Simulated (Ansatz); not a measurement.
# Rb: equation of state

Aim: scale the cell of Rb up and down at fixed shape and fractional positions, and get the equilibrium volume and bulk modulus with LAPW, PAW and all-electron datasets made for the crystal.

This is Rb in the simple cubic structure; at room conditions it is bcc.

Method: DFT PBE, scalar-relativistic, in Ansatz 0.2.0.

## (1) Starting point

The structure is cubic, space group Pm-3m (No. 221). The conventional cell has a = 4.625 Å, b = 4.625 Å, c = 4.625 Å, α = 90.00°, β = 90.00°, γ = 90.00°.

Structure file:

```
CELL_PARAMETERS angstrom
4.62467 0.00000 0.00000
0.00000 4.62467 0.00000
0.00000 0.00000 4.62467
ATOMIC_POSITIONS crystal
Rb 0.00000 0.00000 0.00000
```

The structure (sc type) was typed from a prototype and relaxed by PAW; whether it is the ground state wasn't tested.

## (2) Volume × 0.96, LAPW

Input file input.yaml:

```yaml
crystal:
  lattice:
    - [4.5621652346, 0.0, 0.0]
    - [0.0, 4.5621652346, 0.0]
    - [0.0, 0.0, 4.5621652346]
  atoms:
    - { symbol: Rb, position: [0.0, 0.0, 0.0] }
kpoints:
  mp_grid: { grid: [10, 10, 10] }
scf:
  occupations: { method: fermi_dirac, width: 0.08 }
hamiltonian:
  xc: pbe
  pseudopotentials: { kind: all_electron, lapw: { basis_error: 0.0005 } }
output:
  forces: true
  stress: true
  eigenvalues: true
```

Started as:

```sh
$ ansatz run input.yaml --threads 1 --pin off --max-ram 2048MiB --backend cpu --events-out ev --progress --plain --runs-dir out
```

## (3) Volume × 0.96, PAW

input.yaml, as its differences from that of step 2:

```diff
@@ -13,3 +13,3 @@
   xc: pbe
-  pseudopotentials: { kind: all_electron, lapw: { basis_error: 0.0005 } }
+  pseudopotentials: { kind: paw }
 output:
@@ -18 +18,6 @@
   eigenvalues: true
+  efg: { contact_densities: true }
+  write_density: true
+  write_potential: true
+  elf: true
+  volumetric_format: npy
```

## (4) Volume × 0.96, crystal datasets

input.yaml, as its differences from that of step 3:

```diff
@@ -13,3 +13,3 @@
   xc: pbe
-  pseudopotentials: { kind: paw }
+  pseudopotentials: { kind: all_electron, datasets: crystal }
 output:
@@ -19,5 +19 @@
   efg: { contact_densities: true }
-  write_density: true
-  write_potential: true
-  elf: true
-  volumetric_format: npy
```

## (5) Volume × 0.98, LAPW

Input file input.yaml:

```yaml
crystal:
  lattice:
    - [4.5936294374, 0.0, 0.0]
    - [0.0, 4.5936294374, 0.0]
    - [0.0, 0.0, 4.5936294374]
  atoms:
    - { symbol: Rb, position: [0.0, 0.0, 0.0] }
kpoints:
  mp_grid: { grid: [10, 10, 10] }
scf:
  occupations: { method: fermi_dirac, width: 0.08 }
hamiltonian:
  xc: pbe
  pseudopotentials: { kind: all_electron, lapw: { basis_error: 0.0005 } }
output:
  forces: true
  stress: true
  eigenvalues: true
```

## (6) Volume × 0.98, PAW

input.yaml, as its differences from that of step 5:

```diff
@@ -13,3 +13,3 @@
   xc: pbe
-  pseudopotentials: { kind: all_electron, lapw: { basis_error: 0.0005 } }
+  pseudopotentials: { kind: paw }
 output:
@@ -18 +18,6 @@
   eigenvalues: true
+  efg: { contact_densities: true }
+  write_density: true
+  write_potential: true
+  elf: true
+  volumetric_format: npy
```

## (7) Volume × 1.02, LAPW

Input file input.yaml:

```yaml
crystal:
  lattice:
    - [4.6552962514, 0.0, 0.0]
    - [0.0, 4.6552962514, 0.0]
    - [0.0, 0.0, 4.6552962514]
  atoms:
    - { symbol: Rb, position: [0.0, 0.0, 0.0] }
kpoints:
  mp_grid: { grid: [10, 10, 10] }
scf:
  occupations: { method: fermi_dirac, width: 0.08 }
hamiltonian:
  xc: pbe
  pseudopotentials: { kind: all_electron, lapw: { basis_error: 0.0005 } }
output:
  forces: true
  stress: true
  eigenvalues: true
```

## (8) Volume × 1.02, PAW

input.yaml, as its differences from that of step 7:

```diff
@@ -13,3 +13,3 @@
   xc: pbe
-  pseudopotentials: { kind: all_electron, lapw: { basis_error: 0.0005 } }
+  pseudopotentials: { kind: paw }
 output:
@@ -18 +18,2 @@
   eigenvalues: true
+  efg: { contact_densities: true }
```

## (9) Volume × 1.04, LAPW

Input file input.yaml:

```yaml
crystal:
  lattice:
    - [4.6855262949, 0.0, 0.0]
    - [0.0, 4.6855262949, 0.0]
    - [0.0, 0.0, 4.6855262949]
  atoms:
    - { symbol: Rb, position: [0.0, 0.0, 0.0] }
kpoints:
  mp_grid: { grid: [10, 10, 10] }
scf:
  occupations: { method: fermi_dirac, width: 0.08 }
hamiltonian:
  xc: pbe
  pseudopotentials: { kind: all_electron, lapw: { basis_error: 0.0005 } }
output:
  forces: true
  stress: true
  eigenvalues: true
```

## (10) Volume × 1.04, PAW

input.yaml, as its differences from that of step 9:

```diff
@@ -13,3 +13,3 @@
   xc: pbe
-  pseudopotentials: { kind: all_electron, lapw: { basis_error: 0.0005 } }
+  pseudopotentials: { kind: paw }
 output:
@@ -18 +18,6 @@
   eigenvalues: true
+  efg: { contact_densities: true }
+  write_density: true
+  write_potential: true
+  elf: true
+  volumetric_format: npy
```

## (11) Volume × 1.04, crystal datasets

input.yaml, as its differences from that of step 10:

```diff
@@ -13,3 +13,3 @@
   xc: pbe
-  pseudopotentials: { kind: paw }
+  pseudopotentials: { kind: all_electron, datasets: crystal }
 output:
@@ -19,5 +19 @@
   efg: { contact_densities: true }
-  write_density: true
-  write_potential: true
-  elf: true
-  volumetric_format: npy
```

(Steps that only read results are left out.)

**Question.** What will these runs give? Wanted: equilibrium volume; bulk modulus (for each run or level that gives them).

The runs gave:

| quantity | value |
| --- | --- |
| equilibrium volume (LAPW) | 99.022 Å³/atom |
| bulk modulus (LAPW) | 2.1 GPa |
| its pressure derivative (LAPW) | 3.8 |
| equilibrium volume (PAW) | 99.008 Å³/atom |
| bulk modulus (PAW) | 2.1 GPa |
| its pressure derivative (PAW) | 3.8 |

What this shows: By LAPW, the pressure vanishes at 99.02 Å³/atom (+0.1 % from the starting cell) and the bulk modulus there is 2.1 GPa (Birch-Murnaghan, third order). PAW's volume lies -0.01 % and its modulus less than 0.1 % from LAPW's. No thermal or zero-point expansion is included.
